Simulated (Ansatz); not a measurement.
Molecular dynamics on a 2×2×2 supercell (16 atoms) of ZnS (zincblende), relaxed with r2SCAN. Forces come from PBE in the plane-wave code Ansatz: a Nosé-Hoover thermostat at fixed volume, 100 K, steps of 3 fs. Computed, non-magnetic; the trajectory is short and the cell small, so nothing here is a converged average.

```yaml
crystal:
  lattice:
    - [0.0, 5.3881716686, 5.3881716686]
    - [5.3881716686, 0.0, 5.3881716686]
    - [5.3881716686, 5.3881716686, 0.0]
  atoms:
    - { symbol: Zn, position: [0.0, 0.0, 0.0] }
    - { symbol: S, position: [0.125, 0.125, 0.125] }
    - { symbol: Zn, position: [0.0, 0.0, 0.5] }
    - { symbol: S, position: [0.125, 0.125, 0.625] }
    - { symbol: Zn, position: [0.0, 0.5, 0.0] }
    - { symbol: S, position: [0.125, 0.625, 0.125] }
    - { symbol: Zn, position: [0.0, 0.5, 0.5] }
    - { symbol: S, position: [0.125, 0.625, 0.625] }
    - { symbol: Zn, position: [0.5, 0.0, 0.0] }
    - { symbol: S, position: [0.625, 0.125, 0.125] }
    - { symbol: Zn, position: [0.5, 0.0, 0.5] }
    - { symbol: S, position: [0.625, 0.125, 0.625] }
    - { symbol: Zn, position: [0.5, 0.5, 0.0] }
    - { symbol: S, position: [0.625, 0.625, 0.125] }
    - { symbol: Zn, position: [0.5, 0.5, 0.5] }
    - { symbol: S, position: [0.625, 0.625, 0.625] }
kpoints:
  mp_grid: { grid: [2, 2, 2] }
hamiltonian:
  xc: pbe
scf:
  occupations: { method: fermi_dirac, width: 0.02 }
md:
  ensemble: nvt_nose_hoover
  temperature: 100
  timestep: 3.0
  n_steps: 40
  initial_velocities: maxwell_boltzmann
  seed: 9872
```

Command: `ansatz run input.yaml --threads 4 --pin off --max-ram 3686MiB --backend cpu --events-out ev --progress --plain --runs-dir out`. It took 110 s on 4 threads of Arm Neoverse V1, with other jobs on the host; peak host memory 1.1 GiB.

```csv
step,t (fs),T (K),free energy F from step 0 (meV/atom),kinetic energy (meV/atom),largest force (eV/Å)
0,0,100,0.0,12.1,0.00
1,3,98,0.3,11.9,0.13
2,6,92,1.0,11.1,0.27
3,9,82,2.2,9.9,0.40
4,12,70,3.7,8.4,0.51
5,15,56,5.3,6.8,0.62
6,18,43,6.9,5.3,0.71
7,21,32,8.3,3.9,0.77
8,24,24,9.4,2.9,0.81
9,27,19,10.0,2.3,0.82
10,30,18,10.1,2.2,0.81
11,33,22,9.7,2.6,0.78
12,36,29,8.9,3.5,0.72
13,39,38,7.7,4.6,0.64
14,42,49,6.4,6.0,0.54
15,45,61,5.1,7.4,0.47
16,48,72,3.9,8.7,0.40
17,51,81,2.9,9.8,0.33
18,54,87,2.3,10.6,0.26
19,57,90,2.1,10.9,0.26
20,60,89,2.4,10.8,0.29
21,63,84,3.2,10.2,0.39
22,66,77,4.3,9.3,0.49
23,69,66,5.7,8.0,0.58
24,72,55,7.2,6.6,0.66
25,75,43,8.8,5.2,0.72
26,78,32,10.2,3.9,0.76
27,81,23,11.3,2.8,0.79
28,84,18,12.0,2.2,0.79
29,87,16,12.3,2.0,0.78
30,90,19,12.0,2.3,0.79
31,93,25,11.3,3.0,0.77
32,96,35,10.2,4.2,0.73
33,99,47,8.8,5.7,0.67
34,102,59,7.4,7.2,0.59
35,105,72,6.1,8.7,0.49
36,108,82,5.1,9.9,0.45
37,111,89,4.4,10.7,0.41
38,114,92,4.3,11.1,0.38
39,117,91,4.6,11.0,0.35
40,120,86,5.4,10.4,0.39
```

The temperature starts at 100 K, is lowest at step 29 (16 K, 87 fs) and ends at 86 K. The atoms start on their lattice sites with kinetic energy alone, so much of it first passes into potential energy. By the last step the atoms have moved 0.08 Å in the root mean square, the drift of the whole cell taken out, 0.13 Å at most.

Positions (Å) and forces (eV/Å) at step 40:
```
Zn   0.021   0.048   0.054     0.125  -0.147  -0.044
S    1.385   1.372   1.424    -0.228  -0.013  -0.158
Zn   2.697   2.703   0.034     0.121   0.009   0.115
S    4.110   4.014   1.375    -0.187   0.014  -0.019
Zn   2.724  -0.015   2.730    -0.242   0.020   0.096
S    4.009   1.339   4.096     0.280   0.070  -0.032
Zn   5.429   2.570   2.702    -0.225   0.238   0.039
S    6.739   3.974   4.032    -0.039   0.200  -0.027
Zn  -0.039   2.733   2.720     0.173  -0.098  -0.103
S    1.328   4.072   4.009     0.192   0.186   0.290
Zn   2.674   5.404   2.607     0.109  -0.212   0.163
S    3.987   6.767   3.995     0.077  -0.278   0.143
Zn   2.690   2.737   5.412    -0.061   0.218  -0.203
S    4.046   4.091   6.749    -0.002  -0.181  -0.276
Zn   5.358   5.364   5.295    -0.032   0.096  -0.045
S    6.723   6.719   6.645    -0.060  -0.123   0.061
```
